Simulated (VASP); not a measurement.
A calculation with VASP 6.6.1 of Ho (native input, structure from a POSCAR):

The input INCAR:

```
SYSTEM = Ho
PREC     = Accurate       ! precision mode
ENCUT    = 520            ! plane-wave cutoff, eV
EDIFF    = 1E-6           ! SCF threshold, eV
ISMEAR   = 0              ! smearing method
SIGMA    = 0.02           ! smearing width, eV
LREAL    = .False.        ! projectors in reciprocal space
LASPH    = .True.         ! aspherical terms in the spheres
NELM     = 100            ! most SCF steps
ALGO     = Fast           ! electronic algorithm
ISIF     = 2              ! what is computed and relaxed
LWAVE    = .False.        ! write WAVECAR
LCHARG   = .True.         ! write CHGCAR
ISPIN    = 2              ! spin polarisation
MAGMOM   = 4              ! initial moments
LORBIT   = 11             ! projections on sites
LMAXMIX  = 6              ! l up to which the mixer works
GGA      = RP             ! functional
LELF     = .True.         ! ELF
LVHAR    = .True.       
NBANDS   = 14             ! bands
```

File KPOINTS:

```
regular mesh
0
Gamma
  9 9 9
  0 0 0
```

The input POSCAR:

```
Ho
1.0
    0.0000000000      2.4942453452      2.4942453452
    2.4942453452      0.0000000000      2.4942453452
    2.4942453452      2.4942453452      0.0000000000
Ho
1
Cartesian
    0.0000000000      0.0000000000      0.0000000000
```

Potentials or basis: VASP PAW PBE potentials, release 64 (Ho_3), 4f in core.

Launch:

```bash
$ cat potpaw_PBE.64/Ho_3/POTCAR > POTCAR
$ mpirun -np 1 vasp_std > vasp.out
```

This isn't the form of Ho at room conditions, which is hcp.

**Question.** Write the same calculation in another form: ASE script, structure typed inline.

**Answer.** As run:

Contents of run.py:

```python
from ase import Atoms
from ase.calculators.vasp import Vasp
from ase.dft.bandgap import bandgap

atoms = Atoms(
    ['Ho'],
    cell=[[0.0, 2.4942453452, 2.4942453452], [2.4942453452, 0.0, 2.4942453452], [2.4942453452, 2.4942453452, 0.0]],
    scaled_positions=[[0.0, 0.0, 0.0]],
    pbc=True,
)
atoms.set_initial_magnetic_moments([4.0])
calc = Vasp(
    directory='calc',
    xc='rpbe',
    pp='PBE',
    setups='materialsproject',
    prec='Accurate',
    encut=520,
    ediff=1e-07,
    ismear=0,
    sigma=0.02,
    lreal=False,
    lasph=True,
    nelm=120,
    algo='Normal',
    isif=2,
    lwave=False,
    lcharg=True,
    ispin=2,
    lorbit=11,
    lmaxmix=6,
    lelf=True,
    lvhar=True,
    kpts=[9, 9, 9],
    gamma=True,
)
atoms.calc = calc

print('energy (eV):', atoms.get_potential_energy())
print('free energy (eV):', atoms.get_potential_energy(force_consistent=True))
print('forces (eV/A):')
print(atoms.get_forces())
print('stress (eV/A^3, Voigt):', atoms.get_stress())
print('Fermi level (eV):', calc.get_fermi_level())
print('moment (muB):', atoms.get_magnetic_moment())
print('site moments (muB):', atoms.get_magnetic_moments())
gap, top, bottom = bandgap(calc)
print('band gap (eV):', gap, 'from (spin, k, band)', top, 'to', bottom)
```

Potentials or basis: VASP PAW PBE potentials, release 64 (Ho_3), 4f in core.

Launch:

```sh
$ python run.py
```

Both were run:

|  | native input, structure from a POSCAR | ASE script, structure typed inline |
| --- | --- | --- |
| Pressure | 1.8 GPa | 1.8 GPa |
| Band gap on the k mesh | none (metal or under the smearing width) | none (metal or under the smearing width) |
| Net moment | 0.03 μB per cell | 0.03 μB per cell |
| Site moments | Ho +0.02 μB | Ho +0.02 μB |
| Valence electrons inside the program's atomic spheres | Ho 8.02 | Ho 8.02 |

Keys that steer only the numerical path or the files written may differ.

Caveat: the magnetic or orbital state may not be the lowest; the PAW data sets were made with another functional, which shifts forces and pressure a little; spin-orbit coupling is left out, which moves the levels of the heavy elements; the 4f electrons are frozen in the core as for a trivalent ion, so they carry no moment and show no levels.
